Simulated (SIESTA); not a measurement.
Runs of SIESTA 5.4.2 on Cu. The cell holds a slab with vacuum, 5 atoms: a = 2.534 Å, b = 2.534 Å, c = 23.225 Å, α = 90.00°, β = 90.00°, γ = 120.00°. The slab is cut from a database's or a generator's crystal, which needn't be the stable form of the element.

```tsv
level	potentials or basis	energy shift	gap on the mesh (eV)	largest force (eV/Å)
AM05	PseudoDojo 0.4 standard (PBEsol files), DZP (energy shift 0.003 Ry; two zetas on semicore shells)	0.003 Ry	none	0.13
RPBE	PseudoDojo 0.4 standard (PBE files), DZP (energy shift 0.003 Ry; two zetas on semicore shells)	0.003 Ry	none	(b)
PBE	PseudoDojo 0.4 standard (PBE files), DZP (energy shift 0.003 Ry; two zetas on semicore shells)	0.003 Ry	none	0.21
LDA	PseudoDojo 0.4 standard (LDA files), DZP (energy shift 0.003 Ry; two zetas on semicore shells)	0.003 Ry	none	(c)
vdW-DF2	Ansatz (PBE files), DZP (energy shift 0.02 Ry)	0.02 Ry	none	0.66
revPBE	PseudoDojo 0.4 standard (PBE files), DZP (energy shift 0.003 Ry; two zetas on semicore shells)	0.003 Ry	none	0.37
BLYP	PseudoDojo 0.4 standard (PBE files), DZP (energy shift 0.003 Ry; two zetas on semicore shells)	0.003 Ry	none	0.47
PW91	PseudoDojo 0.4 standard (PBE files), DZP (energy shift 0.003 Ry; two zetas on semicore shells)	0.003 Ry	none	0.20
PBEsol	PseudoDojo 0.4 standard (PBEsol files), DZP (energy shift 0.003 Ry; two zetas on semicore shells)	0.003 Ry	none	(a)
WC	PseudoDojo 0.4 standard (PBEsol files), DZP (energy shift 0.003 Ry; two zetas on semicore shells)	0.003 Ry	none	0.09
```

Alike in all rows: task single point; no spin polarisation; cell as given; k mesh 12 × 12 × 1; smearing fermi-dirac 0.05 eV; grid cutoff 800 Ry.

Task: Fill in the values left out.

Result: (a) 0.11; (b) 0.44; (c) 0.35.

Caveats: the basis of atomic orbitals isn't converged, which shifts pressures, moduli and gaps; the potentials were made for another functional, which shifts forces and pressure (some runs).

A gap of «none» marks a metal or a gap under the smearing width.
